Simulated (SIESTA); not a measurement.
Crystal: Au.

```
Au
1.0
     0.00000    2.03500    2.03500
     2.03500    0.00000    2.03500
     2.03500    2.03500    0.00000
Au
1
Direct
  0.00000 0.00000 0.00000
```

| Property | Result |
| --- | --- |
| Program | SIESTA 5.4.2 |
| Task | relaxation of cell and atoms |
| Functional | BLYP |
| Potentials or basis | PseudoDojo 0.4 standard (PBE files) |
| Basis | DZP (energy shift 0.003 Ry; two zetas on semicore shells) |
| Grid cutoff | 800 Ry |
| Energy shift | 0.003 Ry |
| k mesh | 11 × 11 × 11 |
| Occupations | fermi-dirac, width 0.05 eV |
| Spin | no spin polarisation |

At the start: pressure 23.8 GPa; volume 16.85 Å³/atom.

**Question.** Where does the relaxation end?

**Answer.** Over 4 steps the energy falls by 165.4 meV/atom and the volume is 19.47 Å³/atom (+15.5 %); space group Fm-3m (No. 225, to 0.05 Å).

The path:
```
step  energy change (eV)  largest force (eV/Å)  pressure (GPa)  volume (Å³)
   1              0.0000                0.0000           23.83        16.85
   2             -0.1563                0.0000            4.61        18.77
   3             -0.1652                0.0000            0.87        19.33
   4             -0.1654                0.0000           -0.06        19.47
```

Final structure:
```
Au
1.0
     0.00000    2.13511    2.13511
     2.13511    0.00000    2.13511
     2.13511    2.13511    0.00000
Au
1
Direct
  0.00000 0.00000 0.00000
```

Caveat: short orbitals over semicore shells can move pressures by several GPa; the volume moved by over 15 % at a fixed basis, so the end points are rough; the potentials were made for another functional, which shifts forces and pressure; the volume moved by +15 % from the deposited cell, more than functionals usually miss; the basis of atomic orbitals isn't converged, which shifts pressures, moduli and gaps.
